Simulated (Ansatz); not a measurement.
Bulk crystal (MoS2) after relaxation:

```cif
data_structure
_symmetry_space_group_name_H-M 'P 1'
_symmetry_Int_Tables_number 1
_cell_length_a 6.5401
_cell_length_b 6.5401
_cell_length_c 6.5401
_cell_angle_alpha 27.808
_cell_angle_beta 27.808
_cell_angle_gamma 27.808
_cell_volume 53.76
loop_
_atom_site_label
_atom_site_type_symbol
_atom_site_fract_x
_atom_site_fract_y
_atom_site_fract_z
_atom_site_occupancy
Mo1 Mo 0.00000 0.00000 0.00000 1
S1 S 0.74931 0.74931 0.74931 1
S2 S 0.58399 0.58399 0.58399 1
```

Miller indices refer to the conventional cell of R3m (No. 160), a = 3.143 Å, b = 3.143 Å, c = 18.850 Å, α = 90.00°, β = 90.00°, γ = 120.00°. The bulk's gap is 0.99 eV.

Consider the (001) slab of 4 planes, 6.3 Å thick with 15 Å of vacuum as cut; outer planes Mo (top) and Mo (bottom), all atoms relaxed.

Level of theory: DFT PBEsol, scalar-relativistic, plane waves, PAW (Ansatz). Settings: cutoff 420 eV, Γ-centred mesh 9×9×1 on the computed 4-atom cell, Gaussian smearing of 0.05 eV; no spin polarisation. The cell repeats along c with a dipole correction in the vacuum.

The slab isn't stoichiometric (MoS), so its surface energy depends on the chemical potentials; it is given with the excess atoms taken from the element's standard state, a limit at which the compound may itself be unstable, so the figure can be too low. This cut of an insulator is polar or leaves open shells, so the slab is metallic here; real surfaces compensate by reconstruction or adsorbates. The slab's middle planes relax by over 3 % too, so it holds no bulk-like region.

(1) Estimate the surface energy with the excess atoms taken from the elements.

(2) Give the gap of the slab on the mesh.

(3) Estimate the work function.

(4) The top two planes lie 1.558 Å apart in the bulk. How does relaxation change this?

Each cell of MoS2 holds layers, and where no dispersion correction was added their binding is poorly described.

Results:

(1) 3.72 J/m².

(2) None (metal or semimetal).

(3) 4.35 eV.

(4) The spacing becomes 1.465 Å (-6.0 %).